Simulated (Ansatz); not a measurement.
**AlNi (Pm-3m): response to moved atoms and strain**

Aim: move atoms of AlNi (Pm-3m) or strain its cell, and read the forces, the stress and the rise in energy.

Program: Ansatz 0.2.0. Level of theory: DFT PBE with spin–orbit coupling, plane waves, PAW. These are calculated values, not measurements.

1 further run of the same task is left out (set aside as unsound or not needed).

## 1. The structure to begin with

Symmetry: Pm-3m, No. 221, cubic system. The conventional cell has a = 2.893 Å, b = 2.893 Å, c = 2.893 Å, α = 90.00°, β = 90.00°, γ = 90.00°. Around Al (site symmetry m-3m) lie 8 Ni at 2.51 Å. Ni (site symmetry m-3m) has 8 Al at 2.51 Å as nearest neighbours.

As a file:

```
Al Ni
1.0
     2.89337    0.00000    0.00000
     0.00000    2.89337    0.00000
     0.00000    0.00000    2.89337
Al Ni
1 1
Direct
  0.00000 0.00000 0.00000
  0.50000 0.50000 0.50000
```

An earlier run at PBE with spin–orbit coupling left this cell at 12.111 Å³/atom and 0.00 GPa (12×12×12 mesh).

The changes: atom 2 (Ni) moved 0.02 Å along z; strain e5 = +0.01, atoms carried along.

## 2. Atom 2 (Ni) moved 0.02 Å along z

File input.yaml:

```yaml
crystal:
  lattice:
    - [2.8933713769, 0.0, 0.0]
    - [0.0, 2.8933713769, 0.0]
    - [0.0, 0.0, 2.8933713769]
  atoms:
    - { symbol: Al, position: [0.0, 0.0, 0.0] }
    - { symbol: Ni, position: [0.5, 0.5, 0.5069123515], spin: 0.05, spin_axis: [0.0, 0.0, 1.0] }
basis:
  ecutwfc: 420
  ecutrho_ratio: 4
kpoints:
  mp_grid: { grid: [12, 12, 12] }
hamiltonian:
  xc: pbe
scf:
  occupations: { method: gaussian, width: 0.05 }
  lower_state_search: "off"
output:
  forces: true
  stress: true
  eigenvalues: true
  populations: true
  write_density: true
  write_potential: true
  elf: true
  volumetric_format: npy
magnetization:
  noncollinear: true
  spin_orbit: true
checkpoint:
  read: start.run
  write: ck
  compress: false
  write_wavefunctions: false
  write_every: 100000
```

start.run holds the converged state of the cell before the atoms were moved.

The run is started by

```sh
ansatz run input.yaml --threads 4 --pin off --max-ram 7168MiB --backend cpu --events-out ev --progress --plain --runs-dir out
```

The runs that follow: Strain e5 = +0.01, atoms carried along.

Before running it: what results should come out? Wanted: for each run, change; change of free energy; largest force; largest change of stress.

As calculated:

| change | change of free energy (meV/atom) | largest force (eV/Å) | largest change of stress (GPa) |
| --- | --- | --- | --- |
| atom 2 (Ni) moved 0.02 Å along z | 0.56 | 0.113 | 0.03 |
| strain e5 = +0.01, atoms carried along | 0.44 | 0.000 | 1.16 |

Moving atom 2 by 0.02 Å meets a restoring force of 0.113 eV/Å along the move, a force constant of about 5.6 eV/Å². The strain e5 = +0.01 changes that stress component by -1.16 GPa (compression positive), a ratio of 116 GPa; that is a secant over a finite strain with the atoms carried along, not the elastic constant. No change lowers the energy by more than 0.5 meV/atom; other distortions weren't tried. A run loses the moments it was seeded with; other starts can end magnetic.
